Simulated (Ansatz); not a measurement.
Ansatz input

```yaml
crystal:
  lattice:
    - [-1.7352697038, 1.7352697038, 1.7352697038]
    - [1.7352697038, -1.7352697038, 1.7352697038]
    - [1.7352697038, 1.7352697038, -1.7352697038]
  atoms:
    - { symbol: Se, position: [0.0, 0.0, 0.0] }
hamiltonian:
  xc: rpbe
  pseudopotentials:
    kind: paw
    azcp:
      Se: "pseudopotentials/Se.paw.azcp"
basis:
  ecutwfc: 420
  fft_grid_basis: typed
kpoints:
  mp_grid: { grid: [21, 21, 21], shift: [0, 0, 0] }
magnetization:
  spin_polarized: false
scf:
  occupations: { method: fermi_dirac, width: 0.1 }
output:
  write_density: true
  write_potential: true
  elf: true
  volumetric_format: npy
```

Output

```
Engine: ansatz 0.2.0, x86_64-unknown-linux-gnu
Pseudopotentials: kind: paw
Pseudopotential: Se, paw, valence charge 16, recommended cutoff 420 eV (normal) 
Functional definition: RPBE
  parameter kappa = 0.804
  parameter beta = 0.06672455060314922
  exchange = rpbe_x(kappa = kappa, mu = beta*pi^2/3)
  correlation = pbe_c(beta = beta)
Crystal: 1 atoms, lattice volume = 20.901 Å³
Basis set: ecut = 420 eV, 381 PW (Γ)
Bands: 12, of which v1, the nominal top of the filled ones, is band 8 counted from 1 (7 counted from 0)
Symmetry: 48 space group operations
Space group: Im-3m (ITA 229), of the structure as read, at distance tolerance 2.8e-5 Å
k-points: 286 of 9261
Non-local potential: Se, projectors of the file, l = 0: 2, l = 1: 2, l = 2: 3, l = 3: 1
PAW form: soft (Blöchl's): semilocal exchange-correlation on the pseudo side does not see the compensation charge
PAW frozen core: Se, regenerated for the run's functional, and the local potential with it (the file was generated under x = pbe(κ = 0.804, μ = 0.2195149727645171), c = pbe(β = 0.06672455060314922))
PAW one-centre angular grid: Se, 590 points (default); XC on 64 Gauss nodes
Initial density: superposition of atomic densities (neutral atoms: chi_scale 0, normalization atom), corrected by the library's trained network
Initial wavefunctions: pseudopotential atomic-orbital guess
Functional: x = rpbe, c = pbe(β = 0.06672455060314922)
SCF iter   1: F=—  HF=-5474.444552 eV  |F-HF|=—  |Δ(HF+E_count)|=         —  Δρ=1.63e-3  dr2=1.30e-4  ethr=1.77e-3  ⟨swp⟩=5.1  Hψ=20376  notcnv=0
SCF iter   2: F=—  HF=-5474.444819 eV  |F-HF|=—  |Δ(HF+E_count)|=   2.66e-4  Δρ=1.11e-3  dr2=9.87e-5  ethr=8.16e-7  ⟨swp⟩=2.0  Hψ=8038  notcnv=0
SCF iter   3: F=—  HF=-5474.444950 eV  |F-HF|=—  |Δ(HF+E_count)|=   1.31e-4  Δρ=3.70e-4  dr2=1.33e-5  ethr=6.17e-7  ⟨swp⟩=2.0  Hψ=4339  notcnv=0
SCF iter   4: F=—  HF=-5474.444964 eV  |F-HF|=—  |Δ(HF+E_count)|=   1.44e-5  Δρ=7.89e-5  dr2=4.14e-7  ethr=8.33e-8  ⟨swp⟩=2.2  Hψ=5727  notcnv=0
SCF iter   5: F=—  HF=-5474.444964 eV  |F-HF|=—  |Δ(HF+E_count)|=   3.14e-8  Δρ=2.44e-5  dr2=1.05e-7  ethr=2.59e-9  ⟨swp⟩=2.0  Hψ=5688  notcnv=0
SCF iter   6: F=-5474.444964 eV  HF=-5474.444964 eV  |F-HF|=3.47e-9  |Δ(HF+E_count)|=   1.60e-8  Δρ=5.25e-6  dr2=5.28e-9  ethr=6.25e-10  ⟨swp⟩=3.6  Hψ=11466  notcnv=0
SCF 1 converged in 6 iterations: F = -5474.444964 eV  dr2 = 5.28e-9
SCF converged after 6 iterations
Free energy (F): -5474.444964 eV
Harris-Foulkes:  -5474.444964 eV  (|F-HF|=3.47e-9)
Internal energy: -5474.417331 eV  (E = F + TS)
E sigma→0 (E₀):  -5474.431148 eV
Entropy (-TS):   -0.027633 eV (-27.633 meV/atom)
Fermi energy:    10.764701 eV
--- Per-component energies (eV) ---
  E_band       = -349.264304
  E_kinetic    = 115.935798
  E_local      = -2089.734632  (includes V_loc(G=0)·N_el)
  E_nonlocal   = -595.616591
  E_hartree    = 1049.093125
  E_xc         = -103.225169
  E_vxc        = -96.688937  (∫ρ·V_xc dr)
  E_paw        = -1917.849029  (= ΣΔE_a)
  E_vpaw       = 218.651232  (= ΣTr[D̂ρ^β])
  E_aug_tail   = -0.000583  (compensation charges beyond the density's cutoff)
  E_ewald      = -1932.745652
  E_core_change = -0.274599  (= ΣΔE_core)
  E_smearing   = -0.027633  (= −TS)
  E_closure    = -0.000000  (closes the sum)
  Σ components = -5474.444964   (vs F -5474.444964, Δ=0.00e0)
--- Band table (eV; the first three rows and the last of 286) ---
  k-point 0: bands = ["-37.6259", "-37.6259", "-37.6259", "-37.6195", "-37.6195", "-5.0951", "13.5928", "13.5928", "13.5928", "21.6315", "23.1745", "23.1745"]
  k-point 1: bands = ["-37.6259", "-37.6258", "-37.6256", "-37.6195", "-37.6195", "-5.0491", "13.2918", "13.4963", "13.5765", "21.8400", "22.9606", "23.1036"]
  k-point 2: bands = ["-37.6261", "-37.6254", "-37.6246", "-37.6197", "-37.6195", "-4.9117", "12.4996", "13.2320", "13.5285", "21.9531", "22.4480", "23.1984"]
  k-point 285: bands = ["-37.6270", "-37.6270", "-37.6125", "-37.6125", "-37.6125", "0.3409", "7.6089", "7.6701", "7.6701", "15.0508", "15.1725", "32.4024"]
```
